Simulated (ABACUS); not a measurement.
Crystal: LiF (Griceite).

```
F Li
1.0
     0.00000    2.01400    2.01400
     2.01400    0.00000    2.01400
     2.01400    2.01400    0.00000
F Li
1 1
Direct
  0.50000 0.50000 0.50000
  0.00000 0.00000 0.00000
```

Base run:

* Program: ABACUS 3.10.1
* Functional: SCAN
* Potentials or basis: SG15 ONCV 1.2 PBE
* Cutoff: 1320 eV
* Density cutoff: 5279 eV
* Basis: plane waves
* k mesh: 7 × 7 × 7
* Occupations: fermi-dirac, width 0.05 eV
* Spin: no spin polarisation

Its results: band gap on the k mesh 10.03 eV, direct; pressure -3.9 GPa.

Problem. The run is repeated on the same cell with these changes: functional from SCAN to rSCAN. What comes out?

Solution. Band gap on the k mesh 10.05 eV, direct; pressure -4.6 GPa.

Caveats: the potentials were made for another functional, which shifts forces and pressure.

